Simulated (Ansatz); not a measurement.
# SiC: stationary points along a deformation path

Method: Ansatz, DFT PBE, scalar-relativistic, plane waves, PAW. Settings: plane waves to 420 eV, k-mesh 12×12×12 (Γ-centred), Gaussian smearing 0.05 eV. No spin polarisation. Energies are free energies at this smearing, counted from the undisturbed cell; pressure is positive in compression.

Zero of the scan (relaxed at this level):

```
Si C
1.0
     0.00000    2.18986    2.18986
     2.18986    0.00000    2.18986
     2.18986    2.18986    0.00000
Si C
1 1
Direct
  0.00000 0.00000 0.00000
  0.75000 0.75000 0.75000
```

At fixed volume and fractional coordinates, lengths along (0.000, 0.000, 1.000) are scaled against those across it; ρ is that ratio over its starting value. V = 10.502 Å³/atom. Δσ is the stress along the axis less the mean stress across it (compression positive).

| ρ | ΔE (meV/atom) | Δσ (GPa) | space group |
| --- | --- | --- | --- |
| 0.650 | 620.9 | 50.55 | I-4m2 |
| 0.707 | 439.0 | 47.63 | I-4m2 |
| 0.780 | 249.5 | 39.83 | I-4m2 |
| 0.850 | 118.3 | 29.79 | I-4m2 |
| 0.920 | 34.6 | 17.91 | I-4m2 |
| 0.960 | 8.8 | 9.59 | I-4m2 |
| 1.000 | 0.0 | 0.00 | F-43m |
| 1.050 | 14.2 | -13.78 | I-4m2 |
| 1.100 | 57.7 | -29.38 | I-4m2 |
| 1.200 | 234.5 | -64.94 | I-4m2 |
| 1.300 | 528.1 | -103.89 | I-4m2 |
| 1.414 | 973.2 | -128.19 | I-4m2 |
| 1.500 | 1303.8 | -119.19 | I-4m2 |

**Question.** How does the stress give the slope of the energy, and where is the energy stationary?

**Answer.** Along the path d ln(length) is 2/3 d ln ρ on the axis and −1/3 d ln ρ across it, so dE/d ln ρ = −(2/3) V Δσ: the energy falls with ρ where Δσ is positive. Δσ vanishes or changes sign at ρ = 1.000 (F-43m), a minimum at 0.0 meV/atom. Pairs of stationary points between two samples would go unseen, and could change a minimum read from distant neighbours into a maximum. At ρ = 1.000 the cell is cubic, where symmetry alone makes the stress isotropic and the slope zero.

**Question.** Which shear constant sets the curvature at ρ = 1?

**Answer.** For a cubic crystal E/V = (2/3) C (ln ρ)² with C = C′ = (C11 − C12)/2, so Δσ = −2C ln ρ. The parabola of Δσ against ln ρ through ρ = 0.960, 1 and 1.050 gives C ≈ 128 GPa with the ions clamped, rough because the steps are large.

**Question.** Integrate that slope from ρ = 1 to 1.200 by the trapezoid rule.

**Answer.** With V/N in Å³ and 1 eV/Å³ = 160.2 GPa the slopes at ρ = 1.000, 1.050, 1.100, 1.200 are 0, 602, 1284, 2838 meV/atom per unit of ln ρ. The steps add 14.7 + 43.9 + 179.3 = 237.9 meV/atom, against 234.5 from the energies; the trapezoid rule misses the curvature of the slope within each step.

The gap closes along the scan, which can put kinks into the curve.

Cost: 13 runs of about 0.56 core-minutes in all, on Arm Neoverse V2 (shared hosts).